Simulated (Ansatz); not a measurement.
FeSi2 (Linzhiite):

```
CELL_PARAMETERS angstrom
2.68400 0.00000 0.00000
0.00000 2.68400 0.00000
0.00000 0.00000 5.12800
ATOMIC_POSITIONS crystal
Fe 0.00000 0.00000 0.00000
Si 0.50000 0.50000 0.73000
Si 0.50000 0.50000 0.27000
```

Base run:

```yaml
Program: Ansatz 0.2.0
Functional: PBEsol
Potentials_or_basis: Ansatz PAW
Cutoff: "420 eV (not typed: the program's choice for these potentials)"
k_mesh: 10 × 10 × 5
Occupations: fermi-dirac, width 0.05 eV
Spin: collinear spin, ferromagnetic start
Starting_moments: "[3.0, 0.0, 0.0] μB"
Hubbard_terms: Fe d U = 2 eV
```

Its results: band gap on the k mesh none (metal or under the smearing width); pressure -2.6 GPa; net moment 0.16 μB per cell; site moments Fe +0.19; Si -0.01 μB; largest force 0.155 eV/Å.

Problem. The run is repeated on the same cell with these changes: hubbard terms from Fe d U = 2 eV to Fe d U = 1 eV. What comes out?

Solution. Band gap on the k mesh none (metal or under the smearing width); pressure -2.1 GPa; net moment 0.15 μB per cell; site moments Fe +0.17; Si -0.01 μB; largest force 0.203 eV/Å.

Caveats: the magnetic or orbital state may not be the lowest; the PAW data sets come from PBE, with cores solved anew for the run's functional, which leaves a small shift of forces and pressure; the U is typed as a test and isn't derived for this compound; the starting moments weren't kept.
